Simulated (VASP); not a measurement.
# Ti (P6/mmm) in VASP: a series of runs

One crystal, Ti, is run at these levels: PBE; tasks: single point.

Everything below comes from runs of VASP 6.6.1. Logs are shortened: lines on timing, memory, paths and dates and some standing lists are left out, and cuts for length are marked.

### 1 Starting point

It takes space group P6/mmm (No. 191, hexagonal). The conventional cell has a = 4.567 Å, b = 4.567 Å, c = 2.826 Å, α = 90.00°, β = 90.00°, γ = 120.00°. Around Ti (site symmetry -6m2) lie 11 Ti at 2.64 to 2.99 Å. Around Ti (site symmetry 6/mmm) lie 14 Ti at 2.83 to 2.99 Å.

This isn't the form of Ti at room conditions, which is hcp.

### 2 Single point, PBE

INCAR

```
SYSTEM = Ti
PREC     = Accurate       ! precision mode
ENCUT    = 400            ! plane-wave cutoff, eV
EDIFF    = 1E-6           ! SCF threshold, eV
ISMEAR   = -1             ! smearing method
SIGMA    = 0.15           ! smearing width, eV
LREAL    = .False.        ! projectors in reciprocal space
LASPH    = .True.         ! aspherical terms in the spheres
NELM     = 100            ! most SCF steps
ALGO     = Normal         ! electronic algorithm
ISIF     = 2              ! what is computed and relaxed
LWAVE    = .False.        ! write WAVECAR
LCHARG   = .False.        ! write CHGCAR
GGA      = PE             ! functional
NBANDS   = 13             ! bands
ADDGRID  = .False.
```

KPOINTS

```
Automatic mesh
0
Gamma
  12 12 17
  0 0 0
```

POSCAR

```
Ti
1.0
    4.5673748306      0.0000000000      0.0000000000
   -2.2836874153      3.9554626319      0.0000000000
    0.0000000000      0.0000000000      2.8262442700
Ti
3
Direct
    0.6666666667      0.3333333333      0.5000000000
    0.3333333333      0.6666666667      0.5000000000
    0.0000000000      0.0000000000      0.0000000000
```

Potentials or basis: VASP PAW PBE potentials, release 64 (Ti).

Command:

```bash
$ cat potpaw_PBE.64/Ti/POTCAR > POTCAR
$ mpirun -np 1 vasp_std > vasp.out
```

OUTCAR:

```text
SYSTEM = Ti
   PREC = Accurate
   ENCUT = 400
   EDIFF = 1E-6
   ISMEAR = -1
   LREAL = .False.
   LASPH = .True.
   NELM = 100
   ISIF = 2
   GGA = PE

 Found    171 irreducible k-points:

 Following reciprocal coordinates:
            Coordinates               Weight
  0.000000  0.000000  0.000000      1.000000
  0.083333  0.000000  0.000000      6.000000
  0.166667  0.000000  0.000000      6.000000
  0.250000  0.000000  0.000000      6.000000
  0.333333  0.000000  0.000000      6.000000
  0.416667  0.000000  0.000000      6.000000
   k-points           NKPTS =    171   k-points in BZ     NKDIM =    171   number of bands    NBANDS=     13
   number of dos      NEDOS =    301   number of ions     NIONS =      3
   total plane-waves  NPLWV =  16200
   dimension x,y,z NGX =    30 NGY =   30 NGZ =   18
   dimension x,y,z NGXF=    60 NGYF=   60 NGZF=   36
   ions per type =               3
   NGX,Y,Z   is equivalent  to a cutoff of  10.92, 10.92, 10.59 a.u.
   NGXF,Y,Z  is equivalent  to a cutoff of  21.84, 21.84, 21.18 a.u.
 SYSTEM =  Ti
   PREC   = accura    normal or accurate (medium, high low for compatibility)
   ISTART =      0    job   : 0-new  1-cont  2-samecut
   ICHARG =      2    charge: 1-file 2-atom 10-const
   ISPIN  =      1    spin polarized calculation?
   LNONCOLLINEAR =      F non collinear calculations
   LSORBIT =      F    spin-orbit coupling
   LASPH  =      T    aspherical Exc in radial PAW
   ENCUT  =  400.0 eV  29.40 Ry    5.42 a.u.   7.45  7.45  4.61*2*pi/ulx,y,z
   NELM   =    100;   NELMIN=  2; NELMDL= -5     # of ELM steps
   EDIFF  = 0.1E-05   stopping-criterion for ELM
   LREAL  =      F    real-space projection
   EDIFFG = 0.1E-04   stopping-criterion for IOM
   NSW    =      0    number of steps for IOM
   IBRION =     -1    ionic relax: 0-MD 1-quasi-New 2-CG
   NFREE  =      0    steps in history (QN), initial steepest desc. (CG)
   ISIF   =      2    stress and relaxation
   ISYM   =      2    0-nonsym 1-usesym 2-fastsym
   POTIM  = 0.5000    time-step for ionic-motion
   TEBEG  =    0.0;   TEEND  =   0.0 temperature during run
   PSTRESS=    0.0 pullay stress
   NELECT =      12.0000    total number of electrons
   NUPDOWN=      -1.0000    fix difference up-down
   EMIN   =  10.00;   EMAX   =-10.00  energy-range for DOS
   EFERMI =   0.00;   METHOD = LEGACY
   ISMEAR =    -1;   SIGMA  =   0.15  broadening in eV -4-tet -1-fermi 0-gaus
   EFERMI_NEDOS =   21; number of points for ismear=-14 and -15
   IALGO  =     38    algorithm
   IMIX   =      4    mixing-type and parameters
     AMIX     =   0.40;   BMIX     =  1.00
     AMIX_MAG =   1.60;   BMIX_MAG =  1.00
  volume/ion in A,a.u.               =      17.02       114.85
  Fermi-wavevector in a.u.,A,eV,Ry     =   1.010285  1.909162 13.887145  1.020676
  Thomas-Fermi vector in A             =   2.143265
   LORBIT       =      0    0 simple, 1 ext, 2 COOP (PROOUT), +10 PAW based schemes
   GGA     = PE    functional components
   LHFCALC =     F    Hartree Fock is set to
   AEXX    =    0.0000 exact exchange contribution
   IVDW    =     0    specifies the selected vdW correction
   LEPSILON=     F    determine dielectric tensor
   LRPA    =     F    only Hartree local field effects (RPA)
 non-spin polarized calculation
  energy-cutoff  :      400.00
  volume of cell :       51.06
 maximum number of plane-waves:       946
 NGX is ok and might be reduce to    30
   NGX = 15   NGY = 15   NGZ =  9

 number of electron      12.0000003 magnetization

 Free energy of the ion-electron system (eV)
  ---------------------------------------------------
  ext. energy  EPLUGINS =         0.00000000
  ---------------------------------------------------
  free energy    TOTEN  =       -23.44693602 eV

  energy without entropy =      -23.17946557  energy(sigma->0) =      -23.31320080

 E-fermi :   3.0308     XC(G=0): -11.1519

 val. band max:        3.0282452270   @ k =   0.4167   0.1667   0.2941
 cond. band min:       3.0338420811   @ k =   0.3333   0.3333   0.2353
 fundamental gap:      0.0055968541
 Fermi energy:         3.0308193115

 k-point     1 :       0.0000    0.0000    0.0000
  band No.  band energies     occupation
      1      -2.9670      2.00000
      2       1.1252      1.99999
      3       2.3673      1.97629
      4       2.3673      1.97629
      5       2.4505      1.95909
      6       2.4505      1.95909
      7       3.0418      0.96343
      8       3.7391      0.01764
      9       4.3382      0.00033
     10       4.3382      0.00033
     11       4.8661      0.00001
     12       4.8663      0.00001
     13       4.9476      0.00001

 k-point     2 :       0.0833    0.0000    0.0000
  band No.  band energies     occupation
      1      -2.8860      2.00000
      2       1.1313      1.99999
      3       2.0967      1.99606
      4       2.2667      1.98781
      5       2.4323      1.96368
      6       2.6353      1.86636
      7       3.1426      0.64362
      8       3.7531      0.01608
      9       4.2830      0.00047
     10       4.4010      0.00022
     11       4.6746      0.00003
     12       4.6982      0.00003
     13       5.1555      0.00000

 k-point     3 :       0.1667    0.0000    0.0000
  band No.  band energies     occupation
      1      -2.6471      2.00000
      2       1.1012      1.99999
      3       1.7233      1.99967
      4       2.2198      1.99107
      5       2.2198      1.99107
      6       2.9277      1.33077
      7       3.2706      0.33630
      8       3.7653      0.01484
      9       4.1270      0.00134
     10       4.4740      0.00013
     11       4.5738      0.00007
     12       4.5742      0.00007
     13       5.4047      0.00000

 k-point     4 :       0.2500    0.0000    0.0000
  band No.  band energies     occupation
      1      -2.2628      2.00000
      2       0.9196      2.00000
      3       1.3527      1.99997
      4       2.0800      1.99647
      5       2.2581      1.98849
      6       3.2678      0.34156
      7       3.2767      0.32524
      8       3.7407      0.01745
      9       3.9020      0.00599
     10       4.3077      0.00040
     11       4.5411      0.00008
     12       4.8280      0.00001
     13       5.6497      0.00000

 k-point     5 :       0.3333    0.0000    0.0000
  band No.  band energies     occupation
      1      -1.7545      2.00000
      2       0.6254      2.00000
      3       0.8877      2.00000
      4       2.1793      1.99318
      5       2.3734      1.97533
      6       3.1586      0.59807
      7       3.4857      0.09194
      8       3.6796      0.02611
      9       3.7764      0.01378
     10       4.1835      0.00092
     11       4.6050      0.00006
     12       5.1396      0.00000
     13       5.6983      0.00000

 k-point     6 :       0.4167    0.0000    0.0000
  band No.  band energies     occupation
      1      -1.1535      2.00000
      2       0.1500      2.00000
      3       0.5568      2.00000
      4       2.4110      1.96840
      5       2.5392      1.92727
      6       2.9493      1.26523
      7       3.2796      0.31985
      8       3.6177      0.03920
      9       4.0278      0.00259
     10       4.1069      0.00153
     11       4.7638      0.00002
     12       5.3409      0.00000
     13       5.4796      0.00000

 [... further k-points ...]
[... 5 lines left out ...]
  --------------------------------------------------------------------------------------
  -------------------------------------------------------------------------------------
  Total       -0.1814888     -0.1814888     -0.3281305      0.0000000     -0.0000000      0.0000000
  in kB       -5.6949080     -5.6949080    -10.2963573      0.0000000     -0.0000000      0.0000000
  external PRESSURE =      -7.2287244 kB  Pullay stress =       0.0000000 kB

 VOLUME and BASIS-vectors are now :
 -----------------------------------------------------------------------------
  energy-cutoff  :      400.00
  volume of cell :       51.06
      direct lattice vectors                 reciprocal lattice vectors
     4.567374831  0.000000000  0.000000000     0.218944150  0.126407464  0.000000000
    -2.283687415  3.955462632  0.000000000     0.000000000  0.252814928  0.000000000
     0.000000000  0.000000000  2.826244270     0.000000000  0.000000000  0.353826458

 POSITION                                       TOTAL-FORCE (eV/Angst)
 -----------------------------------------------------------------------------------
      2.28369      1.31849      1.41312        -0.000000      0.000000      0.000000
     -0.00000      2.63698      1.41312         0.000000      0.000000      0.000000
      0.00000      0.00000      0.00000         0.000000      0.000000      0.000000
 -----------------------------------------------------------------------------------
    total drift:                               -0.000000      0.000000      0.000000

  FREE ENERGIE OF THE ION-ELECTRON SYSTEM (eV)
  ---------------------------------------------------
  free  energy   TOTEN  =       -23.4469360222 eV

  energy  without entropy=      -23.1794655722  energy(sigma->0) =      -23.31320080
```

Wall time 52 s (1 thread of Intel Xeon Platinum 8488C (Sapphire Rapids), shared host); peak memory 0.19 GiB.

These settings aren't checked as converged: the numbers below hold their error.

What came out:

| Property | Result |
| --- | --- |
| Free energy | -23.4469 eV |
| Pressure | -0.7 GPa |
| Band gap on the k mesh | none (metal or under the smearing width) |

### 3 Single point, PBE

INCAR is that of step 2.

KPOINTS is that of step 2.

POSCAR

```
Ti
1.0
    4.5673748306      0.0000000000      0.0000000000
   -2.2836874153      3.9554626319      0.0000000000
    0.0000000000      0.0000000000      2.8262442700
Ti
3
Direct
    0.6535550000      0.3369470000      0.4982190000
    0.3492570000      0.6782810000      0.5288300000
    0.0014220000     -0.0021490000     -0.0037100000
```

Potentials or basis: VASP PAW PBE potentials, release 64 (Ti).

Command:

```bash
$ cat potpaw_PBE.64/Ti/POTCAR > POTCAR
$ mpirun -np 1 vasp_std > vasp.out
```

Wall time 6.5 min (1 thread of Intel Xeon Platinum 8488C (Sapphire Rapids), shared host); peak memory 0.55 GiB.

The run converged, but some of its settings lie outside the range that counts as converged, so its numbers aren't taken as properties of the crystal.

Results:

```
Free energy            : -23.4161 eV
Pressure               : -0.4 GPa
Largest force          : 0.361 eV/Å
Band gap on the k mesh : none (metal or under the smearing width)
```
